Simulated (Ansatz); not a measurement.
CdF2:

```
Cd F
1.0
     0.00000    2.69400    2.69400
     2.69400    0.00000    2.69400
     2.69400    2.69400    0.00000
Cd F
1 2
Cartesian
  0.0000 0.0000 0.0000
  4.0410 4.0410 4.0410
  1.3470 1.3470 1.3470
```

* Program: Ansatz 0.2.0
* Task: single point
* Functional: PBE
* Potentials or basis: Ansatz PAW
* Cutoff: 420 eV (not typed: the program's choice for these potentials)
* k mesh: 9 × 9 × 9
* Occupations: fermi-dirac, width 0.05 eV
* Spin: no spin polarisation

On this cell: pressure 5.5 GPa; largest force zero by symmetry; band gap on the k mesh 3.13 eV, indirect (least direct gap 3.60 eV).

The same run follows on a disturbed copy (atoms moved at random, drawn with an rms of 0.05 Å):

```
Cd F
1.0
     0.00000    2.69400    2.69400
     2.69400    0.00000    2.69400
     2.69400    2.69400    0.00000
Cd F
1 2
Direct
  0.00158 0.99951 0.01010
  0.76521 0.75266 0.74915
  0.27464 0.23776 0.23702
```

Task: What does the disturbed cell give?

Result: The energy moves by +7.4 meV/atom; pressure 5.8 GPa; largest force 0.408 eV/Å; band gap on the k mesh 3.12 eV, indirect (least direct gap 3.54 eV).

Forces in eV/Å, atoms in the order of the input:
```
Cd  -0.304  0.045  0.205
F   -0.100 -0.021 -0.149
F    0.404 -0.025 -0.056
```

Stress tensor (GPa, compression positive):
```
 5.88  0.10 -0.16
 0.10  5.82  0.74
-0.16  0.74  5.77
```

Caveats: odd divisions of the mesh miss points on the zone boundary, where band edges often lie, so the gap on the mesh can be too wide.

A k mesh can miss the band edges.
